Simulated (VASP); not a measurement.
# MoSe2 (P6_3/mmc) in VASP: a series of runs, part 2 of 2

VASP 6.6.1.

## 5. Relaxation of cell and atoms, LDA

This run uses another cell than the first one, of 19.44 Å³/atom, 0.966 times its volume.

The input, INCAR:

```
SYSTEM = MoSe2
PREC = Accurate ; ENCUT = 600
EDIFF = 1E-7 ; ISMEAR = 0
SIGMA = 0.03 ; LREAL = .False.
LASPH = .True. ; NELM = 80
ALGO = Normal ; ISIF = 3
LWAVE = .False. ; LCHARG = .False.
IBRION = 2 ; NSW = 90
EDIFFG = -0.005 ; KPAR = 2
```

The input, KPOINTS:

```
Automatic mesh
0
Gamma
  9 9 2
  0 0 0
```

The input, POSCAR:

```
MoSe2                                   
1.0
    3.2518070665      0.0000000000      0.0000000000
   -1.6259035332      2.8161475277     -0.0000000000
    0.0000000000     -0.0000000000     12.7387744519
  Mo              Se            
     2     4
Direct
     0.3333333332999970    0.6666666667000030    0.2500000000000000
     0.6666666667000030    0.3333333332999970    0.7500000000000000
     0.3333333332999970    0.6666666667000030    0.6196545790875785
     0.6666666667000030    0.3333333332999970    0.1196545790875785
     0.3333333332999970    0.6666666667000030    0.8803454209124215
     0.6666666667000030    0.3333333332999970    0.3803454209124214
```

On the command line:

```
$ cat potpaw_LDA.64/Mo_sv/POTCAR potpaw_LDA.64/Se/POTCAR > POTCAR
$ mpirun -np 2 vasp_std > vasp.out
```

It took 31 s on 2 MPI ranks of AMD EPYC 9R45 (Zen 5), shared host; peak memory 0.25 GiB.

Results (log left out):

- Free energy: -45.2696 eV
- Pressure after relaxing: 0.0 GPa
- Band gap on the k mesh: 0.83 eV, indirect (least direct gap 1.51 eV)

Final structure:
```yaml
crystal:
  lattice:
    - [3.25181, 0.00000, 0.00000]
    - [-1.62590, 2.81615, 0.00000]
    - [0.00000, 0.00000, 12.73877]
  atoms:
    - { symbol: Mo, position: [0.33333, 0.66667, 0.25000] }
    - { symbol: Mo, position: [0.66667, 0.33333, 0.75000] }
    - { symbol: Se, position: [0.33333, 0.66667, 0.61965] }
    - { symbol: Se, position: [0.66667, 0.33333, 0.11965] }
    - { symbol: Se, position: [0.33333, 0.66667, 0.88035] }
    - { symbol: Se, position: [0.66667, 0.33333, 0.38035] }
```

Levels at points of the mesh, in eV from the valence-band top:
| k point | band 22 | band 23 | band 24 | band 25 | band 26 | band 27 | band 28 | band 29 | band 30 | band 31 |
| --- | --- | --- | --- | --- | --- | --- | --- | --- | --- | --- |
| (0.00, 0.00, 0.00) | -1.53 | -1.53 | -1.27 | -0.73 | 0.00 | 2.54 | 2.54 | 2.62 | 2.62 | 2.72 |
| (0.00, 0.00, 0.50) | -1.55 | -1.55 | -1.55 | -0.18 | -0.18 | 2.56 | 2.56 | 2.56 | 2.56 | 2.86 |

Caveat: the relaxation stopped at its first step, so nothing moved; an odd mesh through Γ misses points on the zone boundary, where band edges often lie.

## 6. Relaxation of shape and atoms at fixed volume, LDA (a relaxed cell with its volume scaled by 0.94)

The input, INCAR:

```
SYSTEM = MoSe2
PREC = Accurate ; ENCUT = 600
EDIFF = 1E-7 ; ISMEAR = 0
SIGMA = 0.03 ; LREAL = .False.
LASPH = .True. ; NELM = 80
ALGO = Normal ; ISIF = 4
LWAVE = .False. ; LCHARG = .False.
IBRION = 2 ; NSW = 40
EDIFFG = -0.01 ; KPAR = 2
```

KPOINTS is that of step 5.

The input, POSCAR:

```
MoSe2                                   
1.0
    3.1854250306      0.0000000000      0.0000000000
   -1.5927125152      2.7586589982      0.0000000000
    0.0000000000      0.0000000000     12.4787264951
  Mo              Se            
     2     4
Direct
     0.3333333332999970    0.6666666667000030    0.2500000000000000
     0.6666666667000030    0.3333333332999970    0.7500000000000000
     0.3333333332999970    0.6666666667000030    0.6196545790875803
     0.6666666667000030    0.3333333332999970    0.1196545790875803
     0.3333333332999970    0.6666666667000030    0.8803454209124197
     0.6666666667000030    0.3333333332999970    0.3803454209124197
```

Potentials or basis: VASP PAW LDA potentials, release 64 (Mo_sv, Se).

On the command line:

```
$ cat potpaw_LDA.64/Mo_sv/POTCAR potpaw_LDA.64/Se/POTCAR > POTCAR
$ mpirun -np 2 vasp_std > vasp.out
```

OUTCAR:

```text
SYSTEM = MoSe2
   PREC = Accurate
   ENCUT = 600
   EDIFF = 1E-7
   ISMEAR = 0
   LREAL = .False.
   LASPH = .True.
   NELM = 80
   ISIF = 4
   IBRION = 2
   NSW = 40
   EDIFFG = -0.01

 ion  position               nearest neighbor table
   1  0.333  0.667  0.250-   4 2.46   6 2.46   4 2.46   6 2.46   4 2.46   6 2.46
   2  0.667  0.333  0.750-   3 2.46   5 2.46   3 2.46   5 2.46   3 2.46   5 2.46
   3  0.333  0.667  0.620-   2 2.46   2 2.46   2 2.46
   4  0.667  0.333  0.120-   1 2.46   1 2.46   1 2.46
   5  0.333  0.667  0.880-   2 2.46   2 2.46   2 2.46
   6  0.667  0.333  0.380-   1 2.46   1 2.46   1 2.46

  LATTYP: Found a hexagonal cell.
 ALAT       =     3.1854250306
 C/A-ratio  =     3.9174447288

  Lattice vectors:

[... 197 lines left out ...]
  -------------------------------------------------------------------------------------
  Total        6.5165644      6.5165644      7.7637465      0.0000000      0.0000000     -0.0000000
  in kB       95.2124192     95.2124192    113.4347850      0.0000000      0.0000000     -0.0000000
  external PRESSURE =     101.2865411 kB  Pullay stress =       0.0000000 kB
[... 267 lines left out ...]
--------------------------------------- Ionic step        8  -------------------------------------------

 number of electron      52.0000001 magnetization

 Free energy of the ion-electron system (eV)
  ---------------------------------------------------
  ext. energy  EPLUGINS =         0.00000000
  ---------------------------------------------------
  free energy    TOTEN  =       -45.19200420 eV

  energy without entropy =      -45.19200420  energy(sigma->0) =      -45.19200420

 E-fermi :   8.0977     XC(G=0): -11.4975

 val. band max:        7.8185109547   @ k =   0.0000   0.0000   0.0000
 cond. band min:       8.4304550639   @ k =   0.2222   0.1111   0.0000
 fundamental gap:      0.6119441092
 Fermi energy:         8.0977014617

 k-point     1 :       0.0000    0.0000    0.0000
  band No.  band energies     occupation
      1     -53.1169      2.00000
      2     -53.1169      2.00000
      3     -27.5344      2.00000
      4     -27.5342      2.00000
      5     -27.2587      2.00000
      6     -27.2587      2.00000
[... 838 lines left out ...]
  FREE ENERGIE OF THE ION-ELECTRON SYSTEM (eV)
  ---------------------------------------------------
  free  energy   TOTEN  =       -45.1920042014 eV

  energy  without entropy=      -45.1920042014  energy(sigma->0) =      -45.19200420

 reached required accuracy - stopping structural energy minimisation
```

It took 2.1 min on 2 MPI ranks of AMD EPYC 9R45 (Zen 5), shared host; peak memory 0.24 GiB.

Results:

| Property | Result |
| --- | --- |
| Free energy | -45.1920 eV |
| Energy gained by relaxing | 22.3 meV/atom |
| Ionic steps | 8 |
| Pressure after relaxing | 3.9 GPa |
| Band gap on the k mesh | 0.61 eV, indirect (least direct gap 1.51 eV) |

The path:
| step | energy change (eV) | largest force (eV/Å) | pressure (GPa) |
| --- | --- | --- | --- |
| 1 | 0.0000 | 1.0642 | 10.13 |
| 2 | -0.0925 | 0.0664 | 4.76 |
| 3 | -0.0953 | 0.0896 | 5.51 |
| 4 | -0.1261 | 0.0528 | 4.62 |
| 5 | -0.1339 | 0.0176 | 3.97 |
| 6 | -0.1338 | 0.0157 | 3.94 |
| 7 | -0.1339 | 0.0122 | 3.84 |
| 8 | -0.1339 | 0.0011 | 3.88 |

Final structure:
```
CELL_PARAMETERS angstrom
3.21480 0.00000 0.00000
-1.60740 2.78409 0.00000
0.00000 0.00000 12.25176
ATOMIC_POSITIONS crystal
Mo 0.33333 0.66667 0.25000
Mo 0.66667 0.33333 0.75000
Se 0.33333 0.66667 0.61407
Se 0.66667 0.33333 0.11407
Se 0.33333 0.66667 0.88593
Se 0.66667 0.33333 0.38593
```

Caveat: an odd mesh through Γ misses points on the zone boundary, where band edges often lie.

## 7. Overview

```tsv
task	level	potentials or basis	cell	gap on the mesh (eV)	pressure (GPa)
relaxation of shape and atoms at fixed volume	PBEsol	VASP PAW PBE potentials, release 64 (Mo_sv, Se)	atoms relaxed at fixed volume from: a relaxed cell with its volume scaled by 1.04	1.15	-0.6
relaxation of shape and atoms at fixed volume	PBEsol	VASP PAW PBE potentials, release 64 (Mo_sv, Se)	atoms relaxed at fixed volume from: a relaxed cell with its volume scaled by 1.06	1.23	-0.7
relaxation of cell and atoms	LDA	VASP PAW LDA potentials, release 64 (Mo_sv, Se)	relaxed	0.83	0.0
relaxation of shape and atoms at fixed volume	LDA	VASP PAW LDA potentials, release 64 (Mo_sv, Se)	atoms relaxed at fixed volume from: a relaxed cell with its volume scaled by 0.94	0.61	3.9
```

Alike in all rows: no spin polarisation; k mesh 9 × 9 × 2; cutoff (eV) 600; smearing gaussian 0.03 eV.

Caveats: an odd mesh through Γ misses points on the zone boundary, where band edges often lie; the PAW data sets were made with another functional, which shifts forces and pressure a little (some runs); this functional lacks dispersion, which binds the layers, so the pressure and a relaxed spacing across them are unreliable (some runs); the relaxation stopped at its first step, so nothing moved (some runs).

Total energies depend on the potentials used, so only differences within one code and one set of settings carry meaning.
